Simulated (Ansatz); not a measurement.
# Tungsten, dhcp under revPBE: ground state and equation of state, part 2 of 2

What does revPBE give for tungsten in the dhcp structure? We relax it, solve it on a dense k-mesh, then scale the cell to 7 volumes from 88 to 112 % of the relaxed one and try a fit of the equation of state. Spin polarisation is left out. The k-meshes are 13×13×4 for the relaxation; 17×17×5 for the dense run; 15×15×4 for the volumes.

Ansatz 0.2.0; DFT, revPBE, plane waves (420 eV) with PAW, scalar-relativistic.

**4. The cell scaled to 88 % of its volume**

File input.yaml:

```yaml
crystal:
  lattice:
    - [2.6772169526, 0.0, 0.0]
    - [-1.3386084763, 2.3185378924, 0.0]
    - [0.0, 0.0, 9.4427328916]
  atoms:
    - { symbol: W, position: [0.0, 1.0, 0.0] }
    - { symbol: W, position: [1.0, 1.0, 0.5] }
    - { symbol: W, position: [0.3333333333, 0.6666666667, 0.25] }
    - { symbol: W, position: [0.6666666667, 0.3333333333, 0.75] }
hamiltonian:
  xc: revpbe
  pseudopotentials:
    kind: paw
    azcp:
      W: "pseudopotentials/W.paw.azcp"
basis:
  ecutwfc: 420
  fft_grid_basis: typed
kpoints:
  mp_grid: { grid: [15, 15, 4], shift: [0, 0, 0] }
magnetization:
  spin_polarized: false
scf:
  occupations: { method: fermi_dirac, width: 0.1 }
  lower_state_search: "off"
output:
  stress: true
  write_density: true
  write_potential: true
  elf: true
  volumetric_format: npy
```

What it wrote, cut to the lines that bear on the results:

```text
Warning: RAYON_NUM_THREADS=2 ignored (pool sized by the plan → 2); use --threads N
[...]
Pseudopotentials: kind: paw
Pseudopotential: W, paw, valence charge 14, recommended cutoff 420 eV (normal), <dir>
Functional definition: revPBE
[...]
Crystal: 4 atoms, lattice volume = 58.613 Å³
Basis set: ecut = 420 eV, 1165 PW (Γ)
Bands: 34, of which v1, the nominal top of the filled ones, is band 28 counted from 1 (27 counted from 0)
Symmetry: 24 space group operations
Space group: P63/mmc (ITA 194), of the structure as read, at distance tolerance 3.9e-5 Å
k-points: 81 of 900
[...]
SCF iter   1: F=—  HF=-41572.683814 eV  |F-HF|=—  |Δ(HF+E_count)|=         —  Δρ=7.20e-3  dr2=3.79e-2  ethr=1.77e-3  ⟨swp⟩=5.0  Hψ=10926  notcnv=0
[...]
SCF iter   6: F=-41572.674825 eV  HF=-41572.674825 eV  |F-HF|=3.38e-9  |Δ(HF+E_count)|=   5.93e-8  Δρ=8.28e-6  dr2=1.96e-8  ethr=1.79e-10  ⟨swp⟩=10.0  Hψ=18910  notcnv=0
[...]
SCF converged after 6 iterations
Free energy (F): -41572.674825 eV
[...]
E sigma→0 (E₀):  -41572.614612 eV
Entropy (-TS):   -0.120426 eV (-30.106 meV/atom)
Fermi energy:    24.387427 eV
[...]
--- Stress (GPa, compression-positive) ---
       48.415890      -0.000000       0.000000
        0.000000      48.415890      -0.000000
        0.000000      -0.000000      39.530851
  P = ⅓ Tr σ = 45.4542 GPa (454.542 kbar)
--- Band table (eV; the first three rows and the last of 81) ---
[...]
```

Run time: 3.7 s. Hardware: 2 threads of Arm Neoverse V2, shared host; peak memory 0.39 GiB.

Density in a lattice plane of the grid's cell (edges 2.68 and 9.44 Å, at 0.000 of the third edge), which holds W.

Values in e/Å³, 12 rows by 6 columns:
```
1.93 1.06 0.40 0.32 0.40 1.06
0.36 0.36 0.39 0.44 0.39 0.36
0.40 0.50 1.20 2.04 1.20 0.50
0.36 0.36 0.39 0.44 0.39 0.36
1.93 1.06 0.40 0.32 0.40 1.06
3.56 4.96 1.30 0.46 1.30 4.96
1.93 1.06 0.40 0.32 0.40 1.06
0.36 0.36 0.39 0.44 0.39 0.36
0.40 0.50 1.20 2.04 1.20 0.50
0.36 0.36 0.39 0.44 0.39 0.36
1.93 1.06 0.40 0.32 0.40 1.06
3.56 4.96 1.30 0.46 1.30 4.96
```
Columns run along the first of these edges and rows up along the second, over one cell in 6 and 12 even steps from the bottom left corner. Atoms in the plane (fractional): W at (0.00, 0.00), W at (0.00, 0.50).

ELF in the same plane.

Values, 12 rows by 6 columns:
```
0.59 0.35 0.23 0.42 0.23 0.35
0.57 0.45 0.22 0.17 0.22 0.45
0.45 0.30 0.40 0.59 0.40 0.30
0.57 0.45 0.22 0.17 0.22 0.45
0.59 0.35 0.23 0.42 0.23 0.35
0.00 0.60 0.41 0.34 0.41 0.60
0.59 0.35 0.23 0.42 0.23 0.35
0.57 0.45 0.22 0.17 0.22 0.45
0.45 0.30 0.40 0.59 0.40 0.30
0.57 0.45 0.22 0.17 0.22 0.45
0.59 0.35 0.23 0.42 0.23 0.35
0.00 0.60 0.41 0.34 0.41 0.60
```
Columns run along the first of these edges and rows up along the second, over one cell in 6 and 12 even steps from the bottom left corner. Atoms in the plane (fractional): W at (0.00, 0.00), W at (0.00, 0.50).

Both are smooth fields of the valence electrons: close to the nuclei they are not physical.

Outside the cores ELF peaks at 0.57 between the atoms, 1.6 Å from W.

**5. The cell scaled to 92 % of its volume**

Edit input.yaml of step 4 so:

```diff
@@ -2,5 +2,5 @@
   lattice:
-    - [2.6772169526, 0.0, 0.0]
-    - [-1.3386084763, 2.3185378924, 0.0]
-    - [0.0, 0.0, 9.4427328916]
+    - [2.7171813065, 0.0, 0.0]
+    - [-1.3585906533, 2.3531480381, 0.0]
+    - [0.0, 0.0, 9.5836899848]
   atoms:
```

What it wrote, cut to the lines that bear on the results:

```text
Warning: RAYON_NUM_THREADS=2 ignored (pool sized by the plan → 2); use --threads N
[...]
[... 3 set-up lines as earlier in the session ...]
[...]
Crystal: 4 atoms, lattice volume = 61.277 Å³
Basis set: ecut = 420 eV, 1203 PW (Γ)
Bands: 34, of which v1, the nominal top of the filled ones, is band 28 counted from 1 (27 counted from 0)
[... 2 set-up lines as earlier in the session ...]
k-points: 81 of 900
[...]
SCF iter   1: F=—  HF=-41573.280715 eV  |F-HF|=—  |Δ(HF+E_count)|=         —  Δρ=6.57e-3  dr2=2.97e-2  ethr=1.77e-3  ⟨swp⟩=5.0  Hψ=10884  notcnv=0
[...]
SCF iter   6: F=-41573.273300 eV  HF=-41573.273300 eV  |F-HF|=2.18e-11  |Δ(HF+E_count)|=   6.68e-9  Δρ=2.57e-6  dr2=2.58e-9  ethr=1.79e-10  ⟨swp⟩=8.8  Hψ=17310  notcnv=0
[...]
SCF converged after 6 iterations
Free energy (F): -41573.273300 eV
[...]
E sigma→0 (E₀):  -41573.211044 eV
Entropy (-TS):   -0.124513 eV (-31.128 meV/atom)
Fermi energy:    23.200196 eV
[...]
--- Stress (GPa, compression-positive) ---
       28.981283      -0.000000       0.000000
       -0.000000      28.981283       0.000000
        0.000000       0.000000      23.463889
  P = ⅓ Tr σ = 27.1422 GPa (271.422 kbar)
--- Band table (eV; the first three rows and the last of 81) ---
[...]
```

It took 4 s on 2 threads of Arm Neoverse V2, shared host; peak memory 0.4 GiB.

**6. The cell scaled to 96 % of its volume**

Edit input.yaml of step 5 so:

```diff
@@ -2,5 +2,5 @@
   lattice:
-    - [2.7171813065, 0.0, 0.0]
-    - [-1.3585906533, 2.3531480381, 0.0]
-    - [0.0, 0.0, 9.5836899848]
+    - [2.7560034274, 0.0, 0.0]
+    - [-1.3780017137, 2.3867689811, 0.0]
+    - [0.0, 0.0, 9.7206183414]
   atoms:
```

What it wrote, cut to the lines that bear on the results:

```text
Warning: RAYON_NUM_THREADS=2 ignored (pool sized by the plan → 2); use --threads N
[...]
[... 3 set-up lines as earlier in the session ...]
[...]
Crystal: 4 atoms, lattice volume = 63.942 Å³
Basis set: ecut = 420 eV, 1251 PW (Γ)
Bands: 34, of which v1, the nominal top of the filled ones, is band 28 counted from 1 (27 counted from 0)
[... 2 set-up lines as earlier in the session ...]
k-points: 81 of 900
[...]
SCF iter   1: F=—  HF=-41573.602035 eV  |F-HF|=—  |Δ(HF+E_count)|=         —  Δρ=6.09e-3  dr2=2.37e-2  ethr=1.77e-3  ⟨swp⟩=4.9  Hψ=10839  notcnv=0
[...]
SCF iter   6: F=-41573.596090 eV  HF=-41573.596090 eV  |F-HF|=2.91e-11  |Δ(HF+E_count)|=   9.11e-9  Δρ=2.36e-6  dr2=2.34e-9  ethr=1.79e-10  ⟨swp⟩=8.5  Hψ=16604  notcnv=0
[...]
SCF converged after 6 iterations
Free energy (F): -41573.596090 eV
[...]
E sigma→0 (E₀):  -41573.531783 eV
Entropy (-TS):   -0.128615 eV (-32.154 meV/atom)
Fermi energy:    22.109136 eV
[...]
--- Stress (GPa, compression-positive) ---
       13.115347       0.000000       0.000000
        0.000000      13.115347       0.000000
        0.000000       0.000000      10.323444
  P = ⅓ Tr σ = 12.1847 GPa (121.847 kbar)
--- Band table (eV; the first three rows and the last of 81) ---
[...]
```

Run time: 4.1 s. Hardware: 2 threads of Arm Neoverse V2, shared host; peak memory 0.4 GiB.

**7. The cell scaled to 100 % of its volume**

Edit input.yaml of step 6 so:

```diff
@@ -2,5 +2,5 @@
   lattice:
-    - [2.7560034274, 0.0, 0.0]
-    - [-1.3780017137, 2.3867689811, 0.0]
-    - [0.0, 0.0, 9.7206183414]
+    - [2.793761591, 0.0, 0.0]
+    - [-1.3968807955, 2.4194685099, 0.0]
+    - [0.0, 0.0, 9.8537940458]
   atoms:
@@ -28,5 +28 @@
   stress: true
-  write_density: true
-  write_potential: true
-  elf: true
-  volumetric_format: npy
```

What it wrote, cut to the lines that bear on the results:

```text
Warning: RAYON_NUM_THREADS=2 ignored (pool sized by the plan → 2); use --threads N
[...]
[... 3 set-up lines as earlier in the session ...]
[...]
Crystal: 4 atoms, lattice volume = 66.606 Å³
Basis set: ecut = 420 eV, 1317 PW (Γ)
Bands: 34, of which v1, the nominal top of the filled ones, is band 28 counted from 1 (27 counted from 0)
[... 2 set-up lines as earlier in the session ...]
k-points: 81 of 900
[...]
SCF iter   1: F=—  HF=-41573.698397 eV  |F-HF|=—  |Δ(HF+E_count)|=         —  Δρ=5.69e-3  dr2=1.97e-2  ethr=1.77e-3  ⟨swp⟩=4.8  Hψ=10763  notcnv=0
[...]
SCF iter   6: F=-41573.693740 eV  HF=-41573.693740 eV  |F-HF|=2.18e-11  |Δ(HF+E_count)|=   1.37e-8  Δρ=2.40e-6  dr2=2.60e-9  ethr=1.79e-10  ⟨swp⟩=4.0  Hψ=8674  notcnv=0
[...]
SCF converged after 6 iterations
Free energy (F): -41573.693740 eV
[...]
E sigma→0 (E₀):  -41573.627118 eV
Entropy (-TS):   -0.133243 eV (-33.311 meV/atom)
Fermi energy:    21.102153 eV
[...]
--- Stress (GPa, compression-positive) ---
        0.159373      -0.000000       0.000000
        0.000000       0.159373       0.000000
        0.000000       0.000000      -0.399116
  P = ⅓ Tr σ = -0.0268 GPa (-0.268 kbar)
```

It took 3.1 s on 2 threads of Arm Neoverse V2, shared host; peak memory 0.4 GiB.

**8. The cell scaled to 104 % of its volume**

Edit input.yaml of step 7 so:

```diff
@@ -2,5 +2,5 @@
   lattice:
-    - [2.793761591, 0.0, 0.0]
-    - [-1.3968807955, 2.4194685099, 0.0]
-    - [0.0, 0.0, 9.8537940458]
+    - [2.830525828, 0.0, 0.0]
+    - [-1.415262914, 2.4513072731, 0.0]
+    - [0.0, 0.0, 9.9834641008]
   atoms:
@@ -28 +28,5 @@
   stress: true
+  write_density: true
+  write_potential: true
+  elf: true
+  volumetric_format: npy
```

What it wrote, cut to the lines that bear on the results:

```text
Warning: RAYON_NUM_THREADS=2 ignored (pool sized by the plan → 2); use --threads N
[...]
[... 3 set-up lines as earlier in the session ...]
[...]
Crystal: 4 atoms, lattice volume = 69.270 Å³
Basis set: ecut = 420 eV, 1353 PW (Γ)
Bands: 34, of which v1, the nominal top of the filled ones, is band 28 counted from 1 (27 counted from 0)
[... 2 set-up lines as earlier in the session ...]
k-points: 81 of 900
[...]
SCF iter   1: F=—  HF=-41573.611171 eV  |F-HF|=—  |Δ(HF+E_count)|=         —  Δρ=5.34e-3  dr2=1.67e-2  ethr=1.77e-3  ⟨swp⟩=4.8  Hψ=10617  notcnv=0
[...]
SCF iter   6: F=-41573.607726 eV  HF=-41573.607726 eV  |F-HF|=5.09e-11  |Δ(HF+E_count)|=   1.65e-8  Δρ=2.47e-6  dr2=2.97e-9  ethr=1.79e-10  ⟨swp⟩=8.5  Hψ=16900  notcnv=0
[...]
SCF converged after 6 iterations
Free energy (F): -41573.607726 eV
[...]
E sigma→0 (E₀):  -41573.538490 eV
Entropy (-TS):   -0.138472 eV (-34.618 meV/atom)
Fermi energy:    20.169105 eV
[...]
--- Stress (GPa, compression-positive) ---
      -10.406342       0.000000       0.000000
        0.000000     -10.406342       0.000000
        0.000000       0.000000      -9.126160
  P = ⅓ Tr σ = -9.9796 GPa (-99.796 kbar)
--- Band table (eV; the first three rows and the last of 81) ---
[...]
```

It took 4.7 s on 2 threads of Arm Neoverse V2, shared host; peak memory 0.41 GiB.

**9. The cell scaled to 108 % of its volume**

Edit input.yaml of step 8 so:

```diff
@@ -2,5 +2,5 @@
   lattice:
-    - [2.830525828, 0.0, 0.0]
-    - [-1.415262914, 2.4513072731, 0.0]
-    - [0.0, 0.0, 9.9834641008]
+    - [2.8663590728, 0.0, 0.0]
+    - [-1.4331795364, 2.4823397734, 0.0]
+    - [0.0, 0.0, 10.109850481]
   atoms:
@@ -28,5 +28 @@
   stress: true
-  write_density: true
-  write_potential: true
-  elf: true
-  volumetric_format: npy
```

What it wrote, cut to the lines that bear on the results:

```text
Warning: RAYON_NUM_THREADS=2 ignored (pool sized by the plan → 2); use --threads N
[...]
[... 3 set-up lines as earlier in the session ...]
[...]
Crystal: 4 atoms, lattice volume = 71.934 Å³
Basis set: ecut = 420 eV, 1425 PW (Γ)
Bands: 34, of which v1, the nominal top of the filled ones, is band 28 counted from 1 (27 counted from 0)
[... 1 set-up line as earlier in the session ...]
Space group: P63/mmc (ITA 194), of the structure as read, at distance tolerance 4.2e-5 Å
k-points: 81 of 900
[...]
SCF iter   1: F=—  HF=-41573.374579 eV  |F-HF|=—  |Δ(HF+E_count)|=         —  Δρ=5.01e-3  dr2=1.41e-2  ethr=1.77e-3  ⟨swp⟩=4.6  Hψ=10587  notcnv=0
[...]
SCF iter   6: F=-41573.372167 eV  HF=-41573.372167 eV  |F-HF|=4.37e-11  |Δ(HF+E_count)|=   1.64e-8  Δρ=2.45e-6  dr2=3.19e-9  ethr=1.79e-10  ⟨swp⟩=4.0  Hψ=8648  notcnv=0
[...]
SCF converged after 6 iterations
Free energy (F): -41573.372167 eV
[...]
E sigma→0 (E₀):  -41573.300085 eV
Entropy (-TS):   -0.144165 eV (-36.041 meV/atom)
Fermi energy:    19.301658 eV
[...]
--- Stress (GPa, compression-positive) ---
      -19.000844      -0.000000       0.000000
        0.000000     -19.000844       0.000000
        0.000000       0.000000     -16.209879
  P = ⅓ Tr σ = -18.0705 GPa (-180.705 kbar)
```

Wall time 3.3 s (2 threads of Arm Neoverse V2, shared host); peak memory 0.41 GiB.

**10. The cell scaled to 112 % of its volume**

Edit input.yaml of step 9 so:

```diff
@@ -2,5 +2,5 @@
   lattice:
-    - [2.8663590728, 0.0, 0.0]
-    - [-1.4331795364, 2.4823397734, 0.0]
-    - [0.0, 0.0, 10.109850481]
+    - [2.9013181167, 0.0, 0.0]
+    - [-1.4506590584, 2.5126151935, 0.0]
+    - [0.0, 0.0, 10.2331534927]
   atoms:
```

What it wrote, cut to the lines that bear on the results:

```text
Warning: RAYON_NUM_THREADS=2 ignored (pool sized by the plan → 2); use --threads N
[...]
[... 3 set-up lines as earlier in the session ...]
[...]
Crystal: 4 atoms, lattice volume = 74.599 Å³
Basis set: ecut = 420 eV, 1451 PW (Γ)
Bands: 34, of which v1, the nominal top of the filled ones, is band 28 counted from 1 (27 counted from 0)
[... 2 set-up lines as earlier in the session ...]
k-points: 81 of 900
[...]
SCF iter   1: F=—  HF=-41573.017011 eV  |F-HF|=—  |Δ(HF+E_count)|=         —  Δρ=4.78e-3  dr2=1.26e-2  ethr=1.77e-3  ⟨swp⟩=4.4  Hψ=10603  notcnv=0
[...]
SCF iter   6: F=-41573.015261 eV  HF=-41573.015261 eV  |F-HF|=1.16e-10  |Δ(HF+E_count)|=   1.77e-8  Δρ=2.40e-6  dr2=3.41e-9  ethr=1.79e-10  ⟨swp⟩=4.0  Hψ=8624  notcnv=0
[...]
SCF converged after 6 iterations
Free energy (F): -41573.015261 eV
[...]
E sigma→0 (E₀):  -41572.940171 eV
Entropy (-TS):   -0.150180 eV (-37.545 meV/atom)
Fermi energy:    18.492890 eV
[...]
--- Stress (GPa, compression-positive) ---
      -25.966339      -0.000000       0.000000
       -0.000000     -25.966339       0.000000
        0.000000       0.000000     -21.939785
  P = ⅓ Tr σ = -24.6242 GPa (-246.242 kbar)
```

It took 3.4 s on 2 threads of Arm Neoverse V2, shared host; peak memory 0.41 GiB.

**11. The equation of state**

The cell was scaled evenly, with its shape and the fractional positions fixed.

| V (Å³/atom) | E − E₀ (meV/atom) | P from the stress (GPa) | P from the fit (GPa) |
| --- | --- | --- | --- |
| 14.653 | 253.1 | 45.45 | 45.45 |
| 15.319 | 103.9 | 27.14 | 27.00 |
| 15.985 | 23.8 | 12.18 | 12.03 |
| 16.651 | -0.1 | -0.03 | -0.17 |
| 17.318 | 22.1 | -9.98 | -10.11 |
| 17.984 | 81.7 | -18.07 | -18.24 |
| 18.650 | 171.7 | -24.62 | -24.89 |

Fit (Birch-Murnaghan, third order): V₀ = 16.641 Å³/atom, B₀ = 275 GPa, B₀′ = 4.1, largest residual 0.10 meV/atom.

Fit and stress differ a little: one follows E(σ → 0), the other the smeared free energy.

**12. Outcome**

What follows sums up all 2 parts.

```
                      quantity                                   value
space group (spins left aside)                      P6_3/mmc (No. 194)
             conventional cell  a = 2.794 Å, c = 9.854 Å (c/a = 3.527)
                        volume                          16.651 Å³/atom
             shortest distance                                 2.794 Å
               gap on the mesh            none (levels filled in part)
               relative to bcc                           +481 meV/atom
                   V₀, B₀, B₀′            16.641 Å³/atom, 275 GPa, 4.1
```

In words: The relaxation enlarged the cell by 5.1 % in volume. It lies 481 meV/atom above the element's reference form at the same level (bcc, from a run of its own). Levels at the Fermi energy are filled in part, as in a metal. B₀ comes out at 275 GPa; letting shape and positions relax at each volume could only lower it. Relaxation kept the symmetry; phonons were not checked.
